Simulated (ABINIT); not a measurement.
Crystal: As.

```
CELL_PARAMETERS angstrom
1.88080 1.08588 3.51406
-1.88080 1.08588 3.51406
0.00000 -2.17176 3.51406
ATOMIC_POSITIONS crystal
As 0.22600 0.22600 0.22600
As 0.77400 0.77400 0.77400
```

Base run:

- Program: ABINIT 10.8.3 (patched build)
- Functional: r2SCAN
- Potentials or basis: JTH PAW PBE v2.0
- Cutoff: 490 eV
- k mesh: 9 × 9 × 9
- Occupations: fermi-dirac, width 0.05 eV
- Spin: no spin polarisation

Its results: band gap on the k mesh none (metal or under the smearing width); pressure 1.9 GPa; largest force 0.160 eV/Å.

Q: After a change of settings the same cell gave: band gap on the k mesh none (metal or under the smearing width); pressure 9.0 GPa; largest force 0.443 eV/Å. Which change was it?
A. functional from r2SCAN to BLYP
B. functional from r2SCAN to revPBE
C. functional from r2SCAN to AM05
D. functional from r2SCAN to WC

A: A.

Caveats: the PAW data sets were made with another functional, which shifts forces and pressure a little.

Runs at the PBE level aren't shown here.
